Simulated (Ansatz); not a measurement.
**Every step of a relaxation of Pb (fcc type)**

DFT, PBE, all-electron LAPW, non-relativistic (Ansatz 0.2.0); a Γ-centred 14×14×14 k mesh, Fermi–Dirac smearing of 0.05 eV, no spin polarisation. The run relaxes cell and atoms at a target pressure of 0 GPa.

Command: `ansatz run input.yaml --threads 1 --pin off --max-ram 3072MiB --backend cpu --events-out ev --progress --plain --runs-dir out` It took 28 s on 1 thread of Arm Neoverse V2, with other jobs on the host, peak memory 0.32 GiB.

LAPW: all electrons, basis error target 0.5 meV/atom; forces are relaxed below 0.005 eV/Å.

Each step lists its free energy a cell above the last geometry, the pressure, the cell vectors (Å), and Cartesian positions (Å) with forces (eV/Å).

The first step:

```
step 1  dF = 4.80 meV  P = 1.47 GPa
  cell 0.0000 2.5203 2.5203  2.5203 0.0000 2.5203  2.5203 2.5203 0.0000
  Pb 0.0000 0.0000 0.0000   0.0000 0.0000 0.0000
```

**Question.** Where does the relaxation end, and by which steps?

**Answer.** After 2 geometries, with conventional a, b, c = 5.098, 5.098, 5.098 Å, at 33.121 Å³/atom (+3.45 % against the start) in space group Fm-3m, with a shortest distance of 3.605 Å. The further steps:
```
step 2  dF = 0.00 meV  P = -0.02 GPa
  cell 0.0000 2.5489 2.5489  2.5489 0.0000 2.5489  2.5489 2.5489 0.0000
  Pb 0.0000 0.0000 0.0000   0.0000 0.0000 0.0000
step 3  dF = 0.00 meV  P = -0.02 GPa  (same geometry on a basis chosen anew; earlier energies don't compare to the last digit)
  cell 0.0000 2.5489 2.5489  2.5489 0.0000 2.5489  2.5489 2.5489 0.0000
  Pb 0.0000 0.0000 0.0000   0.0000 0.0000 0.0000
```
